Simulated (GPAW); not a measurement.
# PbS (Galena) (Fm-3m) in GPAW: equation of state

Aim: energy against volume of PbS (Galena) in PBEsol, for its equilibrium volume and stiffness.

All numbers are computed with GPAW 26.7.0; they aren't measurements. Logs are shortened: lines on timing, memory, paths and dates and some standing lists are left out, and cuts for length are marked. The log counts tension as positive stress, the text compression.

## 1. Starting point

Symmetry: Fm-3m, No. 225, cubic system. The conventional cell has a = 5.931 Å, b = 5.931 Å, c = 5.931 Å, α = 90.00°, β = 90.00°, γ = 90.00°. Pb (site symmetry m-3m) is surrounded by 6 S at 2.97 Å. Around S (site symmetry m-3m) lie 6 Pb at 2.97 Å.

## 2. Equation of state, PBEsol

run.py

```python
from ase import Atoms
from ase.eos import EquationOfState
from ase.io import Trajectory
from ase.units import GPa
from gpaw import GPAW, PW, setup_paths

setup_paths.insert(0, '.')

atoms = Atoms(['Pb', 'S'],
              cell=[[0.0, 2.96575, 2.96575],
                    [2.96575, 0.0, 2.96575],
                    [2.96575, 2.96575, 0.0]],
              scaled_positions=[[0.0, 0.0, 0.0],
                                [0.5, 0.5, 0.5]],
              pbc=True)

traj = Trajectory('eos.traj', 'w')
volumes, energies = [], []
for x in [0.94, 0.96, 0.98, 1.0, 1.02, 1.04, 1.06]:
    a = atoms.copy()
    a.set_cell(atoms.cell * x**(1 / 3), scale_atoms=True)
    calc = GPAW(mode=PW(600),
                xc='PBEsol',
                kpts={'size': (8, 8, 8), 'gamma': True},
                occupations={'name': 'fermi-dirac', 'width': 0.05},
                nbands=19,
                convergence={'density': 1e-05, 'energy': 1e-05},
                maxiter=150,
                txt=f'eos-{x:.2f}.txt')
    a.calc = calc
    energies.append(a.get_potential_energy(force_consistent=True))
    volumes.append(a.get_volume())
    p = -a.get_stress()[:3].mean() / GPa
    calc.write(f'eos-{x:.2f}.gpw')
    traj.write(a)
    print(f'{x:.2f} {volumes[-1]:10.4f} A^3 {energies[-1]:14.6f} eV {p:9.3f} GPa', flush=True)

v0, e0, B = EquationOfState(volumes, energies, eos='birchmurnaghan').fit()
print(f'V0 = {v0:.4f} A^3, E0 = {e0:.6f} eV, B0 = {B / GPa:.2f} GPa')
```

Potentials or basis: PAW data sets generated in the run's folder for this functional, pw.

Started as:

```sh
> gpaw-setup -f PBEsol Pb S
> OMP_NUM_THREADS=1 python run.py
```

Log:

```text
__  _  _
 | _ |_)|_||  |
 |__||  | ||/\| - 26.7.0

Input parameters:
  mode=PW(ecut=600.0),
  convergence={'density': 1e-05, 'energy': 1e-05},
  kpts=MonkhorstPack(size=(8, 8, 8), gamma=True),
  maxiter=150,
  nbands=19,
  occupations=Occupations(name='fermi-dirac', width=0.05),
  xc=XC(name='PBEsol')

Diagonalizing LCAO Hamiltonian
Converting LCAO to pw mode

                S

       Pb

Atoms  # Å, Bohr magnetons
|   | symbol |        x |        y |        z |    initial magnetic moments |
|---|--------|----------|----------|----------|-----------------------------|
| 0 |     Pb | 0.000000 | 0.000000 | 0.000000 | ( 0.0000,  0.0000,  0.0000) |
| 1 |      S | 2.905208 | 2.905208 | 2.905208 | ( 0.0000,  0.0000,  0.0000) |

Unit cell  # Å
| periodic |        x |        y |        z |  lengths |    angles |
|----------|----------|----------|----------|----------|-----------|
|      yes | 0.000000 | 2.905208 | 2.905208 | 4.108584 | 60.000000 |
|      yes | 2.905208 | 0.000000 | 2.905208 | 4.108584 | 60.000000 |
|      yes | 2.905208 | 2.905208 | 0.000000 | 4.108584 | 60.000000 |

Number of symmetries: 48
Symmetry operations  # r_c * U_cc + t_c -> r_c
|    | kind |            matrix            |
|----|------|------------------------------|
|  0 |  σ   |  1, 0, 0,  1, 0,-1,  1,-1, 0 |
|  1 |  C2  |  1, 0, 0,  1,-1, 0,  1, 0,-1 |
|  2 |  E   |  1, 0, 0,  0, 1, 0,  0, 0, 1 |
|  3 |  σ   |  1, 0, 0,  0, 0, 1,  0, 1, 0 |
|  4 |  C4  |  1, 0,-1,  1, 0, 0,  1,-1, 0 |
|  5 |  S6  |  1, 0,-1,  1,-1, 0,  1, 0, 0 |
|  6 |  σ   |  1, 0,-1,  0, 1,-1,  0, 0,-1 |
|  7 |  C3  |  1, 0,-1,  0, 0,-1,  0, 1,-1 |
|  8 |  S6  |  1,-1, 0,  1, 0, 0,  1, 0,-1 |
|  9 |  C4  |  1,-1, 0,  1, 0,-1,  1, 0, 0 |
| 10 |  C3  |  1,-1, 0,  0,-1, 1,  0,-1, 0 |
| 11 |  σ   |  1,-1, 0,  0,-1, 0,  0,-1, 1 |
| 12 |  σ   |  0, 1, 0,  1, 0, 0,  0, 0, 1 |
| 13 |  C4  |  0, 1, 0,  0, 1,-1, -1, 1, 0 |
| 14 |  C3  |  0, 1, 0,  0, 0, 1,  1, 0, 0 |
| 15 |  S6  |  0, 1, 0, -1, 1, 0,  0, 1,-1 |
| 16 |  C2  |  0, 1,-1,  1, 0,-1,  0, 0,-1 |
| 17 |  σ   |  0, 1,-1,  0, 1, 0, -1, 1, 0 |
| 18 |  S4  |  0, 1,-1,  0, 0,-1,  1, 0,-1 |
| 19 |  C4  |  0, 1,-1, -1, 1, 0,  0, 1, 0 |
| 20 |  C3  |  0, 0, 1,  1, 0, 0,  0, 1, 0 |
| 21 |  σ   |  0, 0, 1,  0, 1, 0,  1, 0, 0 |
| 22 |  S6  |  0, 0, 1,  0,-1, 1, -1, 0, 1 |
| 23 |  C4  |  0, 0, 1, -1, 0, 1,  0,-1, 1 |
| 24 |  S4  |  0, 0,-1,  1, 0,-1,  0, 1,-1 |
| 25 |  C3  |  0, 0,-1,  0, 1,-1,  1, 0,-1 |
| 26 |  C2  |  0, 0,-1,  0,-1, 0, -1, 0, 0 |
| 27 |  S6  |  0, 0,-1, -1, 0, 0,  0,-1, 0 |
| 28 |  S4  |  0,-1, 1,  1,-1, 0,  0,-1, 0 |
| 29 |  C4  |  0,-1, 1,  0, 0, 1, -1, 0, 1 |
| 30 |  C2  |  0,-1, 1,  0,-1, 0,  1,-1, 0 |
| 31 |  σ   |  0,-1, 1, -1, 0, 1,  0, 0, 1 |
| 32 |  C3  |  0,-1, 0,  1,-1, 0,  0,-1, 1 |
| 33 |  S6  |  0,-1, 0,  0, 0,-1, -1, 0, 0 |
| 34 |  S4  |  0,-1, 0,  0,-1, 1,  1,-1, 0 |
| 35 |  C2  |  0,-1, 0, -1, 0, 0,  0, 0,-1 |
| 36 |  C2  | -1, 1, 0,  0, 1, 0,  0, 1,-1 |
| 37 |  S6  | -1, 1, 0,  0, 1,-1,  0, 1, 0 |
| 38 |  S4  | -1, 1, 0, -1, 0, 1, -1, 0, 0 |
| 39 |  C3  | -1, 1, 0, -1, 0, 0, -1, 0, 1 |
| 40 |  S6  | -1, 0, 1,  0, 0, 1,  0,-1, 1 |
| 41 |  C2  | -1, 0, 1,  0,-1, 1,  0, 0, 1 |
| 42 |  C3  | -1, 0, 1, -1, 1, 0, -1, 0, 0 |
| 43 |  S4  | -1, 0, 1, -1, 0, 0, -1, 1, 0 |
| 44 |  C2  | -1, 0, 0,  0, 0,-1,  0,-1, 0 |
| 45 |  i   | -1, 0, 0,  0,-1, 0,  0, 0,-1 |
| 46 |  σ   | -1, 0, 0, -1, 1, 0, -1, 0, 1 |
| 47 |  C2  | -1, 0, 0, -1, 0, 1, -1, 1, 0 |

BZ-sampling:
  Number of BZ points: 512
  Number of IBZ points: 29

  Monkhorst-Pack size: [8, 8, 8]
  Monkhorst-Pack shift: [0.0625, 0.0625, 0.0625]

K-points  # in reciprocal-cell coordinates
|     |                                coordinates |     weight |
|-----|--------------------------------------------|------------|
|   0 | (  0.00000000,   0.00000000,   0.00000000) | 0.00195312 |
|   1 | (  0.12500000,   0.12500000,   0.00000000) | 0.01171875 |
|   2 | (  0.12500000,   0.12500000,   0.12500000) | 0.01562500 |
|   3 | (  0.25000000,   0.12500000,   0.12500000) | 0.02343750 |
|   4 | (  0.25000000,   0.25000000,   0.00000000) | 0.01171875 |
|   5 | (  0.25000000,   0.25000000,   0.12500000) | 0.04687500 |
|   6 | (  0.25000000,   0.25000000,   0.25000000) | 0.01562500 |
|   7 | (  0.37500000,   0.25000000,  -0.37500000) | 0.04687500 |
|   8 | (  0.37500000,   0.25000000,   0.12500000) | 0.04687500 |
|   9 | (  0.37500000,   0.25000000,   0.25000000) | 0.04687500 |
| ... |                                            |            |
|  28 | (  0.50000000,   0.50000000,   0.50000000) | 0.00781250 |

Plane wave coefficients: 1660
Cutoff: 600.0 eV

Spin-components: 1 (collinear spins)
Bands:           19
Projectors:      11
Spin-degeneracy: 2
Datatype:        complex128

Parallelization:
  kpt:    1
  domain: 1
  band:   1

Density:
  Valence electrons: 20.0
  Components: 1
  Grid points: [24 24 24]
  Charge: 0.0  # |e|

Potential:
  Grid points: [24 24 24]

species:
  Pb:
    name:    Lead
    Z:       82.0
    valence: 14
    core:    68
    charge:  0.0  # [|e|]
    compensation charges:
      type: gauss
      rc: 0.38  # [Å]
      lmax: 2
    cutoffs:
      filter: 2.36  # [Å]
      core: 2.43  # [Å]
    projectors
    | kind |    occ | energy [eV] | rcut [Å] |
    |------|--------|-------------|----------|
    |   6s |  2.000 |     -12.024 |    1.259 |
    |   6p |  2.000 |      -3.525 |    1.275 |
    |   5d | 10.000 |     -21.194 |    1.217 |
    |    s |        |      15.187 |    1.259 |
    |    p |        |      23.686 |    1.275 |
    |    d |        |       6.017 |    1.217 |

    Using partial waves for Pb as LCAO basis

  S:
    name:    Sulfur
    Z:       16.0
    valence: 6
    core:    10
    charge:  0.0  # [|e|]
    compensation charges:
      type: gauss
      rc: 0.24  # [Å]
      lmax: 2
    cutoffs:
      filter: 1.77  # [Å]
      core: 1.66  # [Å]
    projectors
    | kind |    occ | energy [eV] | rcut [Å] |
    |------|--------|-------------|----------|
    |   3s |  2.000 |     -17.192 |    0.974 |
    |   3p |  4.000 |      -6.978 |    0.979 |
    |    s |        |      10.020 |    0.974 |
    |    p |        |      20.234 |    0.979 |
    |    d |        |       0.000 |    0.900 |

    Using partial waves for S as LCAO basis

Reference energy: -577963.193590  # eV

eigensolver:
  PPCG
  Converge bands: occupied
  niter=2

density mixing:
  MSR1-Mixer
  Pratt-step length: 0.05
  Maximum mixing coefficient: 0.75
  Old densities: 10
  SVD Regularization: 0.005
  Good broyden scale: 1.0
  Trust region scale: 1.0
  Backstep threshold: 4.0
  History deletion threshold: 6.0
  Fourier metric: weight=20.0, sigma=0.015

occupation numbers:
  Fermi-Dirac:
    width: 0.0500  # eV

poisson solver:
  ecut: 4800.0  # eV

xc functional:
  name: PBEsol with 2 nearest neighbor stencil

convergence criteria:
- Maximum integral of absolute [dens]ity change: 1e-05 electrons / valence electron
- Maximum [total energy] change in last 3 cyles: 1e-05 eV / valence electron
- Maximum integral of absolute [eigenst]ate change: 4e-08 eV^2 / valence electron
maximum number of iterations: 150

SCF iterations
|iter     | |      energy | eigst |  dens |
|---------|-|-------------|-------|-------|
|iter:   1| |  -10.001587 | -0.09 |       |
|iter:   2| |   -9.919977 | -1.94 | -1.21 |
|iter:   3| |   -9.657212 | -1.80 | -1.26 |
|iter:   4| |   -9.656362 | -3.86 | -1.86 |
|iter:   5| |   -9.656404 | -4.43 | -2.24 |
|iter:   6| |   -9.656417c| -5.79 | -3.31 |
|iter:   7| |   -9.656419c| -6.73 | -3.78 |
|iter:   8| |   -9.656419c| -7.88c| -4.60 |
|iter:   9| |   -9.656419c| -7.97c| -5.36c|

Converged in 9 steps
Energy contributions relative to reference atoms: (reference = -577963.193590)

Energy contributions:
  Kinetic:          19.851205
  Coulomb:         -19.695208
  Zero:              0.021859
  External:          0.000000
  Xc:               -9.833759
  Entropy:          -0.001030
  Spinorbit:         0.000000
  ----------------------------
  Free energy:      -9.656934
  Extrapolated:     -9.656419

dipole moment: (-24.600430, -24.600430, -24.600430)  # |e|*Ang

Fermi level: 7.057
Eigenvalues  # (at kpt = [0.000, 0.000, 0.000])
| band index |      eig [eV] | occ [0-2] |
|------------|---------------|-----------|
|          0 |        -9.903 |     2.000 |
|        ... |               |           |
|          2 |        -9.903 |     2.000 |
|          3 |        -9.899 |     2.000 |
|          4 |        -9.899 |     2.000 |
|          5 |        -7.220 |     2.000 |
|          6 |         1.080 |     2.000 |
|          7 |         4.462 |     2.000 |
[... 9 lines left out ...]
|         17 |        15.922 |     0.000 |
|         18 |        15.922 |     0.000 |

Gap: 0.053 eV
Transition (v -> c):
  (s=0, k=28, n=9, [0.50, 0.50, 0.50]) -> (s=0, k=28, n=10, [0.50, 0.50, 0.50])
No difference between direct/indirect transitions

Stress tensor  # eV/Ang^3
|         x |         y |         z |
|-----------|-----------|-----------|
| -0.016933 |  0.000000 |  0.000000 |
|  0.000000 | -0.016933 |  0.000000 |
|  0.000000 |  0.000000 | -0.016933 |

# Writing to eos-0.94.gpw (mode='')
```

Run time: 3.3 min. Hardware: 1 thread of Arm Neoverse N1, shared host; peak memory 0.31 GiB.

What came out:

```yaml
Equilibrium_volume: 25.60 Å³/atom
Bulk_modulus: 59 GPa
Pressure_derivative_of_the_bulk_modulus: 3.9
```

Energy against volume, from the lowest point:
```
volume (Å³/atom)  energy (meV/atom)
          24.521               8.97
          25.042               2.32
          25.564               0.00
          26.086               1.62
          26.607               6.81
          27.129              15.27
          27.651              26.60
```

Spin-orbit coupling is left out, which matters for the levels of Pb.
